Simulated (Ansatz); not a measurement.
**BaTiO3 under changes of volume**

One of the cells (12.840 Å³/atom); the others are scaled copies at fixed shape and fractional positions:

```xyz
5
Lattice="2.8274 1.6324 2.3184 -2.8274 1.6324 2.3184 0.0000 -3.2648 2.3184" Properties=species:S:1:pos:R:3 pbc="T T T"
Ba    0.0000    0.0000    0.0000
Ti    0.0000    0.0000    3.3698
O     1.3885   -0.8017    2.3988
O    -1.3885   -0.8017    2.3988
O     0.0000    1.6033    2.3988
```

- Program: Ansatz 0.2.0
- Functional: PBEsol
- Potentials or basis: all-electron LAPW, scalar-relativistic
- Cutoff: 441 eV (chosen from the basis error)
- Basis error allowed: 0.001 eV/atom
- k mesh: 7 × 7 × 7
- Occupations: fermi-dirac, width 0.05 eV
- Spin: no spin polarisation

```csv
volume (Å³/atom),energy over the lowest point (meV/atom),pressure (GPa),gap on the mesh (eV),largest force (eV/Å)
12.070,?,?,?,?
12.327,7.58,6.3,2.56,0.509
12.583,0.79,2.3,2.50,0.281
12.840,0.00,-1.2,2.45,0.144
13.097,4.60,-4.4,2.40,0.148
13.354,14.01,-7.3,2.34,0.326
13.611,27.75,-9.8,2.29,0.504
```

Task: What does the run at 12.070 Å³/atom give?

Result: Energy over the lowest point 21.09 meV/atom; pressure 10.7 GPa; gap on the mesh 2.61 eV; largest force 0.751 eV/Å.

Worked out: A Birch-Murnaghan fit of order 3 (a polynomial in V^(-2/3)) to the other rows has its minimum at 12.75 Å³/atom with B0 = V·E''(V) = 173 GPa and B' = 4.5 at fixed shape and positions, which overstates the stiffness. It gives 21.12 meV/atom at 12.070 Å³/atom, against the run's 21.09, and -dE/dV = 10.7 GPa, against 10.7. A straight line through the other rows of the gap, of slope -2.71 eV per unit of ln V, extrapolates to 2.62 eV, against the run's 2.61.

Energies are extrapolated to zero smearing.

Caveats: spin-orbit coupling is left out, which moves the levels of the heavy elements; an odd mesh through Γ misses points on the zone boundary, where band edges often lie.
